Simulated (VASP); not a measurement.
Crystal: AlP.

```
CELL_PARAMETERS angstrom
0.00000 2.73500 2.73500
2.73500 0.00000 2.73500
2.73500 2.73500 0.00000
ATOMIC_POSITIONS crystal
Al 0.00000 0.00000 0.00000
P 0.25000 0.25000 0.25000
```

The cell was built by a generator and needn't be a form met in nature.

- Program: VASP 6.6.1
- Task: relaxation of cell and atoms
- Functional: LDA
- Potentials or basis: VASP PAW LDA potentials, release 64 (Al, P)
- Cutoff: 600 eV
- k mesh: 8 × 8 × 8
- Occupations: gaussian, width 0.02 eV
- Spin: no spin polarisation

At the start: pressure -1.6 GPa; volume 20.46 Å³/atom.

Where does the relaxation end?

Over 3 steps the energy falls by 2.0 meV/atom and the volume is 20.07 Å³/atom (-1.9 %); space group F-43m (No. 216, to 0.05 Å).

Step by step:
```
step  energy change (eV)  largest force (eV/Å)  pressure (GPa)  volume (Å³)
   1              0.0000                0.0000           -1.64        40.92
   2             -0.0026                0.0000            1.06        39.69
   3             -0.0041                0.0000            0.00        40.14
```

Final structure:
```
Al P
1.0
     0.00000    2.71752    2.71752
     2.71752    0.00000    2.71752
     2.71752    2.71752    0.00000
Al P
1 1
Direct
  0.00000 0.00000 0.00000
  0.25000 0.25000 0.25000
```
